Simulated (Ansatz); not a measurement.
**BeO: carrier doping**

Consider BeO in the wurtzite structure (space group P6_3mc, No. 186; a = 2.712 Å, c = 4.405 Å).

Carriers are added at fixed cell with a uniform background; the Fermi–Dirac width is that of 300 K.

All numbers come from PBE in Ansatz (plane waves to 420 eV, PAW, no spin-orbit coupling).

Notes on the quantities. Fermi level from band edge: Fermi level relative to the doped band's edge (positive inside the band; to 0.05 eV).

```csv
hole density (10^21 cm⁻³),Fermi level from band edge (eV)
1.5,0.10
5,?
7,0.30
10,0.40
```

Q: Fit E_F = C n^s, fitted as a line in log–log form (a parabolic band gives s = 2/3) to the rows shown and predict the withheld row.

A: Least squares on the printed values gives C = 0.07 eV, s = 0.73 (largest residual 0.01 eV); this predicts 0.24 eV, and the run gives 0.25 eV, in agreement.

Charged cell with a jellium background: band edges are those of the host's band count, energies are not comparable with the neutral cell, and many-body gap narrowing is missing. Stability against distortions was not tested.

Ansatz is a program for electronic structure.
